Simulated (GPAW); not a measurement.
The system is SiC.

```
Si C
1.0
     3.07569    0.00000    0.00000
    -1.53785    2.66363    0.00000
     0.00000    0.00000   10.07065
Si C
4 4
Cartesian
  0.0000 0.0000 1.8922
  0.0000 0.0000 6.9275
  0.0000 1.7758 4.4094
  1.5378 0.8879 9.4447
  0.0000 0.0000 0.0046
  0.0000 0.0000 5.0400
  0.0000 1.7758 2.5157
  1.5378 0.8879 7.5510
```

The cell is a database's computed one.

Base run:

* Program: GPAW 26.7.0
* Functional: SCAN
* Potentials or basis: GPAW PAW data sets (gpaw-data 1.2.1)
* Cutoff: 800 eV
* Basis: pw
* k mesh: 6 × 6 × 2
* Occupations: fermi-dirac, width 0.05 eV
* Spin: no spin polarisation

Its results: band gap on the k mesh 2.58 eV, indirect (least direct gap 3.77 eV); pressure 0.9 GPa.

Problem. The run is repeated on the same cell with these changes: functional from SCAN to r4SCAN. What comes out?

Solution. Band gap on the k mesh 2.59 eV, indirect (least direct gap 3.78 eV); pressure 1.8 GPa.

Caveats: the PAW data sets were made with another functional, which shifts forces and pressure a little.

Not every run made on this cell is shown here.
